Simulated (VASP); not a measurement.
# MgS (F-43m) in VASP: single point with r2SCAN+rVV10

Aim: the single point of MgS with r2SCAN+rVV10.

Everything below comes from runs of VASP 6.6.1. Logs are shortened: lines on timing, memory, paths and dates and some standing lists are left out, and cuts for length are marked.

## Step 1: The undisturbed crystal

Symmetry: F-43m, No. 216, cubic system. Conventional cell: a = 5.666 Å, b = 5.666 Å, c = 5.666 Å, α = 90.00°, β = 90.00°, γ = 90.00°. S (site symmetry -43m) has 4 Mg at 2.45 Å as nearest neighbours. Mg (site symmetry -43m) is surrounded by 4 S at 2.45 Å.

The cell comes from a database or a generator and needn't be the stable form of this composition.

## Step 2: Single point, r2SCAN+rVV10 (volume scaled by 1.15)

File POSCAR:

```
MgS
1.0
    0.0000000000      2.9682302750      2.9682302750
    2.9682302750      0.0000000000      2.9682302750
    2.9682302750      2.9682302750      0.0000000000
S Mg
1 1
Direct
    0.7500000000      0.7500000000      0.7500000000
    0.0000000000      0.0000000000      0.0000000000
```

File INCAR.step1:

```
PREC = Accurate ; ENCUT = 520
ISMEAR = 0 ; SIGMA = 0.1
LREAL = F ; LASPH = T
NELM = 100 ; NBANDS = 11
GGA = PE ; ALGO = Normal
EDIFF = 1E-4 ; LWAVE = T
LCHARG = F
```

File INCAR.step2:

```
PREC = Accurate ; ENCUT = 520
EDIFF = 1E-6 ; ISMEAR = 0
SIGMA = 0.1 ; LREAL = F
LASPH = T ; NELM = 100
ALGO = Normal ; ISIF = 2
LWAVE = F ; LCHARG = F
METAGGA = R2SCAN ; LMIXTAU = T
LUSE_VDW = T ; IVDW_NL = 2
BPARAM = 11.95 ; CPARAM = 0.0093
NBANDS = 11 ; ISTART = 1
```

File KPOINTS:

```
Automatic mesh
0
Gamma
  8 8 8
```

Potentials or basis: VASP PAW PBE potentials, release 64 (S, Mg).

Started as:

```bash
$ cat potpaw_PBE.64/S/POTCAR potpaw_PBE.64/Mg/POTCAR > POTCAR
$ cp INCAR.step1 INCAR
$ mpirun -np 1 vasp_std > vasp.out
$ cp INCAR.step2 INCAR
$ mpirun -np 1 vasp_std > vasp.out
```

OUTCAR:

```text
PREC = Accurate
   ENCUT = 520
   EDIFF = 1E-6
   ISMEAR = 0
   LREAL = F
   LASPH = T
   NELM = 100
   ISIF = 2
   METAGGA = R2SCAN
   IVDW_NL = 2
   BPARAM = 11.95
   ISTART = 1

 ion  position               nearest neighbor table
   1  0.750  0.750  0.750-   2 2.57   2 2.57   2 2.57   2 2.57
   2  0.000  0.000  0.000-   1 2.57   1 2.57   1 2.57   1 2.57

  LATTYP: Found a face centered cubic cell.
 ALAT       =     5.9364605500

  Lattice vectors:

 A1 = (   0.0000000000,   2.9682302750,   2.9682302750)
 A2 = (   2.9682302750,   0.0000000000,   2.9682302750)
 A3 = (   2.9682302750,   2.9682302750,   0.0000000000)

Analysis of symmetry for initial positions (statically):
=====================================================================
 Subroutine PRICEL returns:
 Original cell was already a primitive cell.

 Routine SETGRP: Setting up the symmetry group for a
 face centered cubic supercell.

 Subroutine GETGRP returns: Found 24 space group operations
 (whereof 24 operations were pure point group operations)
 out of a pool of 48 trial point group operations.

The static configuration has the point symmetry T_d .

Analysis of symmetry for dynamics (positions and initial velocities):
=====================================================================
 Subroutine PRICEL returns:
 Original cell was already a primitive cell.

 Routine SETGRP: Setting up the symmetry group for a
 face centered cubic supercell.

 Subroutine GETGRP returns: Found 24 space group operations
 (whereof 24 operations were pure point group operations)
 out of a pool of 48 trial point group operations.

The dynamic configuration has the point symmetry T_d .

 Subroutine INISYM returns: Found 24 space group operations
 (whereof 24 operations are pure point group operations),
 and found     1 'primitive' translations

----------------------------------------------------------------------------------------

                                     Primitive cell

  volume of cell :      52.3025

  direct lattice vectors                    reciprocal lattice vectors
     0.000000000  2.968230275  2.968230275    -0.168450542  0.168450542  0.168450542
     2.968230275  0.000000000  2.968230275     0.168450542 -0.168450542  0.168450542
     2.968230275  2.968230275  0.000000000     0.168450542  0.168450542 -0.168450542

  length of vectors
     4.197711511  4.197711511  4.197711511     0.291764898  0.291764898  0.291764898

  position of ions in fractional coordinates (direct lattice)
     0.750000000  0.750000000  0.750000000
     0.000000000  0.000000000  0.000000000

  ion indices of the primitive-cell ions
   primitive index   ion index
                 1           1
                 2           2

----------------------------------------------------------------------------------------

 KPOINTS: Automatic mesh

Automatic generation of k-mesh.
 Grid dimensions read from file:
 generate k-points for:    8    8    8

 Generating k-lattice:

  Cartesian coordinates                     Fractional coordinates (reciprocal lattice)
    -0.021056318  0.021056318  0.021056318     0.125000000  0.000000000  0.000000000
     0.021056318 -0.021056318  0.021056318     0.000000000  0.125000000  0.000000000
     0.021056318  0.021056318 -0.021056318     0.000000000  0.000000000  0.125000000

  Length of vectors
     0.036470612  0.036470612  0.036470612

  Shift w.r.t. Gamma in fractional coordinates (k-lattice)
     0.000000000  0.000000000  0.000000000

 Subroutine IBZKPT returns following result:
 ===========================================

 Found     29 irreducible k-points:

 Following reciprocal coordinates:
            Coordinates               Weight
  0.000000  0.000000  0.000000      1.000000
  0.125000  0.000000  0.000000      8.000000
  0.250000  0.000000  0.000000      8.000000
  0.375000  0.000000  0.000000      8.000000
  0.500000  0.000000  0.000000      4.000000
  0.125000  0.125000  0.000000      6.000000
[... 16 lines left out ...]
  0.500000  0.250000  0.125000     48.000000
 -0.375000  0.250000  0.125000     24.000000
 [... further k-points ...]
   k-points           NKPTS =     29   k-points in BZ     NKDIM =     29   number of bands    NBANDS=     11
   number of dos      NEDOS =    301   number of ions     NIONS =      2
   total plane-waves  NPLWV =  32768
   dimension x,y,z NGX =    32 NGY =   32 NGZ =   32
   dimension x,y,z NGXF=    64 NGYF=   64 NGZF=   64
   ions per type =               1   1
   NGX,Y,Z   is equivalent  to a cutoff of  12.67, 12.67, 12.67 a.u.
   NGXF,Y,Z  is equivalent  to a cutoff of  25.35, 25.35, 25.35 a.u.
 SYSTEM =  unknown system
   PREC   = accura    normal or accurate (medium, high low for compatibility)
   ISTART =      1    job   : 0-new  1-cont  2-samecut
   ICHARG =      0    charge: 1-file 2-atom 10-const
   ISPIN  =      1    spin polarized calculation?
   LNONCOLLINEAR =      F non collinear calculations
   LSORBIT =      F    spin-orbit coupling
   LASPH  =      T    aspherical Exc in radial PAW
   ENCUT  =  520.0 eV  38.22 Ry    6.18 a.u.   7.80  7.80  7.80*2*pi/ulx,y,z
   NELM   =    100;   NELMIN=  2; NELMDL=  0     # of ELM steps
   EDIFF  = 0.1E-05   stopping-criterion for ELM
   LREAL  =      F    real-space projection
   EDIFFG = 0.1E-04   stopping-criterion for IOM
   NSW    =      0    number of steps for IOM
   IBRION =     -1    ionic relax: 0-MD 1-quasi-New 2-CG
   NFREE  =      0    steps in history (QN), initial steepest desc. (CG)
   ISIF   =      2    stress and relaxation
   ISYM   =      2    0-nonsym 1-usesym 2-fastsym
   POTIM  = 0.5000    time-step for ionic-motion
   TEBEG  =    0.0;   TEEND  =   0.0 temperature during run
   PSTRESS=    0.0 pullay stress
   NELECT =       8.0000    total number of electrons
   NUPDOWN=      -1.0000    fix difference up-down
   EMIN   =  10.00;   EMAX   =-10.00  energy-range for DOS
   EFERMI =   0.00;   METHOD = LEGACY
   ISMEAR =     0;   SIGMA  =   0.10  broadening in eV -4-tet -1-fermi 0-gaus
   EFERMI_NEDOS =   21; number of points for ismear=-14 and -15
   IALGO  =     38    algorithm
   IMIX   =      4    mixing-type and parameters
     AMIX     =   0.40;   BMIX     =  1.00
     AMIX_MAG =   1.60;   BMIX_MAG =  1.00
  volume/ion in A,a.u.               =      26.15       176.48
  Fermi-wavevector in a.u.,A,eV,Ry     =   0.875516  1.654485 10.429241  0.766528
  Thomas-Fermi vector in A             =   1.995197
   LORBIT       =      0    0 simple, 1 ext, 2 COOP (PROOUT), +10 PAW based schemes
   METAGGA = R2SCAN    functional components
   LHFCALC =     F    Hartree Fock is set to
   AEXX    =    0.0000 exact exchange contribution
   IVDW_NL    =     2    kernel type
   BPARAM     =11.9500
   IVDW    =     0    specifies the selected vdW correction
   LEPSILON=     F    determine dielectric tensor
   LRPA    =     F    only Hartree local field effects (RPA)
 non-spin polarized calculation
 Gauss-broadening in eV      SIGMA  =   0.10
  energy-cutoff  :      520.00
  volume of cell :       52.30
 maximum number of plane-waves:      1424
   NGX = 15   NGY = 15   NGZ = 15

 number of electron       8.0000000 magnetization

 Free energy of the ion-electron system (eV)
  ---------------------------------------------------
  ext. energy  EPLUGINS =         0.00000000
  ---------------------------------------------------
  free energy    TOTEN  =       -14.98303185 eV

  energy without entropy =      -14.98303185  energy(sigma->0) =      -14.98303185

 E-fermi :   0.4325     XC(G=0):  -8.2848

 val. band max:       -0.0460460459   @ k =   0.0000   0.0000   0.0000
 cond. band min:       3.2983959024   @ k =   0.0000   0.0000   0.0000
 fundamental gap:      3.3444419483
 Fermi energy:         0.4324777667

 k-point     1 :       0.0000    0.0000    0.0000
  band No.  band energies     occupation
      1     -11.3622      2.00000
      2      -0.0460      2.00000
      3      -0.0460      2.00000
      4      -0.0460      2.00000
      5       3.2984      0.00000
      6       8.1367      0.00000
      7       8.1367      0.00000
      8       8.1367      0.00000
      9      11.0769      0.00000
     10      11.0769      0.00000
     11      13.3403      0.00000

 k-point     2 :       0.1250    0.0000    0.0000
  band No.  band energies     occupation
      1     -11.2948      2.00000
      2      -0.6381      2.00000
      3      -0.0925      2.00000
      4      -0.0925      2.00000
      5       3.9122      0.00000
      6       7.9065      0.00000
      7       8.2967      0.00000
      8       8.2967      0.00000
      9      10.6243      0.00000
     10      10.6243      0.00000
     11      12.9916      0.00000

 k-point     3 :       0.2500    0.0000    0.0000
  band No.  band energies     occupation
      1     -11.1229      2.00000
      2      -1.6629      2.00000
      3      -0.1983      2.00000
      4      -0.1983      2.00000
      5       4.8163      0.00000
      6       7.7740      0.00000
      7       8.3521      0.00000
      8       8.3521      0.00000
      9      10.6349      0.00000
     10      10.6349      0.00000
     11      12.1237      0.00000

 k-point     4 :       0.3750    0.0000    0.0000
  band No.  band energies     occupation
      1     -10.9358      2.00000
      2      -2.4631      2.00000
      3      -0.2964      2.00000
      4      -0.2964      2.00000
      5       5.1371      0.00000
      6       8.0489      0.00000
      7       8.0489      0.00000
      8       8.1648      0.00000
      9      11.8314      0.00000
     10      11.8314      0.00000
     11      12.0476      0.00000

 k-point     5 :       0.5000    0.0000    0.0000
  band No.  band energies     occupation
      1     -10.8531      2.00000
      2      -2.7621      2.00000
      3      -0.3351      2.00000
      4      -0.3351      2.00000
      5       5.1521      0.00000
      6       7.8959      0.00000
      7       7.8959      0.00000
      8       8.3933      0.00000
      9      12.5733      0.00000
     10      13.2495      0.00000
     11      13.2495      0.00000
[... 211 lines left out ...]
 k-point    21 :       0.5000    0.5000    0.0000
  band No.  band energies     occupation
      1     -10.6893      2.00000
      2      -2.5004      2.00000
      3      -0.9418      2.00000
      4      -0.9418      2.00000
      5       4.2548      0.00000
      6       5.9268      0.00000
      7      10.6706      0.00000
      8      11.9811      0.00000
      9      11.9811      0.00000
     10      13.9216      0.00000
     11      13.9216      0.00000

 k-point    22 :       0.3750    0.2500    0.1250
  band No.  band energies     occupation
      1     -10.9913      2.00000
      2      -1.8513      2.00000
      3      -0.7621      2.00000
      4      -0.3717      2.00000
      5       5.5976      0.00000
      6       6.9827      0.00000
      7       7.8441      0.00000
      8       9.2565      0.00000
      9       9.8551      0.00000
     10      12.4212      0.00000
     11      14.2251      0.00000

 k-point    23 :       0.5000    0.2500    0.1250
  band No.  band energies     occupation
      1     -10.8376      2.00000
      2      -2.2762      2.00000
      3      -1.0631      2.00000
      4      -0.5209      2.00000
      5       6.0530      0.00000
      6       6.8085      0.00000
      7       7.9581      0.00000
      8       9.1505      0.00000
      9      10.8704      0.00000
     10      13.2876      0.00000
     11      13.9661      0.00000

 k-point    24 :      -0.3750    0.2500    0.1250
  band No.  band energies     occupation
      1     -10.7706      2.00000
      2      -2.4549      2.00000
      3      -1.1553      2.00000
      4      -0.6012      2.00000
      5       6.2057      0.00000
      6       6.5397      0.00000
      7       8.6167      0.00000
      8       9.0086      0.00000
      9      11.3258      0.00000
     10      12.7854      0.00000
     11      13.9749      0.00000

 [... further k-points ...]

------------------------ aborting loop because EDIFF is reached ----------------------------------------

  FORCE on cell =-STRESS in cart. coord.  units (eV):
  Direction    XX          YY          ZZ          XY          YZ          ZX
  --------------------------------------------------------------------------------------
  -------------------------------------------------------------------------------------
  Total       -2.2889796     -2.2889796     -2.2889796     -0.0000000     -0.0000000      0.0000000
  in kB      -70.1180347    -70.1180347    -70.1180347     -0.0000000     -0.0000000      0.0000000
  external PRESSURE =     -70.1180347 kB  Pullay stress =       0.0000000 kB

 VOLUME and BASIS-vectors are now :
 -----------------------------------------------------------------------------
  energy-cutoff  :      520.00
  volume of cell :       52.30
      direct lattice vectors                 reciprocal lattice vectors
     0.000000000  2.968230275  2.968230275    -0.168450542  0.168450542  0.168450542
     2.968230275  0.000000000  2.968230275     0.168450542 -0.168450542  0.168450542
     2.968230275  2.968230275  0.000000000     0.168450542  0.168450542 -0.168450542

 POSITION                                       TOTAL-FORCE (eV/Angst)
 -----------------------------------------------------------------------------------
      4.45235      4.45235      4.45235        -0.000000      0.000000     -0.000000
      0.00000      0.00000      0.00000         0.000000     -0.000000      0.000000
 -----------------------------------------------------------------------------------
    total drift:                               -0.000005     -0.000005     -0.000005

  FREE ENERGIE OF THE ION-ELECTRON SYSTEM (eV)
  ---------------------------------------------------
  free  energy   TOTEN  =       -14.9830318532 eV

  energy  without entropy=      -14.9830318532  energy(sigma->0) =      -14.98303185
```

Run time: 61 s. Hardware: 1 thread of Intel Xeon 6975P-C (Granite Rapids), shared host; peak memory 0.32 GiB.

Results:

| Item | Value |
| --- | --- |
| Free energy | -14.9830 eV |
| Pressure | -7.0 GPa |
| Band gap on the k mesh | 3.34 eV, direct |

Levels at points of the mesh, in eV from the valence-band top:
```tsv
k point	band 2	band 3	band 4	band 5	band 6	band 7
(0.00, 0.00, 0.00)	0.00	0.00	0.00	3.34	8.18	8.18
(0.50, 0.00, 0.00)	-2.72	-0.29	-0.29	5.20	7.94	7.94
(0.50, 0.50, 0.00)	-2.45	-0.90	-0.90	4.30	5.97	10.72
```

Caveat: the PAW data sets were made with another functional, which shifts forces and pressure a little.
